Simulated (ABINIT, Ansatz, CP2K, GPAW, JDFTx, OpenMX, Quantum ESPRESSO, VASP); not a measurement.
# One calculation of AlRu, 9 ways

```
Ru Al
1.0
     2.99160    0.00000    0.00000
     0.00000    2.99160    0.00000
     0.00000    0.00000    2.99160
Ru Al
1 1
Direct
  0.50000 0.50000 0.50000
  0.00000 0.00000 0.00000
```

Alike in all runs: task single point; functional PBE; k mesh 9 × 9 × 9; occupations fermi-dirac, width 0.05 eV; no spin polarisation; no spin-orbit coupling. Pressure is positive in compression and, in plane waves, holds the error of the finite cutoff, which Ansatz's Pulay term estimates and takes out.

| program and potentials | plane-wave cutoff (eV) | notes | pressure (GPa) |
| --- | --- | --- | --- |
| VASP, PBE PAW files Al, Ru_pv, 520 eV | 520 | 8.5 valence electrons an atom on average | 2.50 |
| CP2K, POTENTIAL_UZH Ru GTH-PBE-q16, Al GTH-PBE-q3; TZVP-MOLOPT-PBE-GTH basis | - | atomic basis; 9.5 valence electrons an atom on average | 3.72 |
| OpenMX, OpenMX 2013 PBE set, Ru7.0-s3p2d2, Al7.0-s2p2d1, grid cutoff 400 Ry | - | atomic basis; 8.5 valence electrons an atom on average | 4.04 |
| JDFTx, PseudoDojo-SR-PBE-0.5-standard | 1143 | 9.5 valence electrons an atom on average | 2.48 |
| Ansatz, Ansatz PAW (earlier soft set) | 420 | 9.5 valence electrons an atom on average; Pulay term of +0.13 GPa included | 2.50 |
| GPAW, GPAW PAW data sets (gpaw-data 1.2.1) | 600 | 9.5 valence electrons an atom on average | 3.20 |
| Quantum ESPRESSO, SSSP 1.3 efficiency PBE | 816 | 9.5 valence electrons an atom on average | 2.24 |
| ABINIT, JTH PAW PBE v2.0 | 408 | 9.5 valence electrons an atom on average | 2.62 |
| Ansatz, all-electron LAPW, scalar-relativistic | - | - | 2.49 |

The pressure spans 2.24 (Quantum ESPRESSO, SSSP 1.3 efficiency PBE) to 4.04 GPa (OpenMX, OpenMX 2013 PBE set, Ru7.0-s3p2d2, Al7.0-s2p2d1, grid cutoff 400 Ry), with all-electron results at 2.49. Rows in atomic bases carry the error of their basis and grid, which can be large.

The functional is the same throughout but for its coding, so the spread measures potentials, basis and numerics; runs on potential files found faulty are left out.
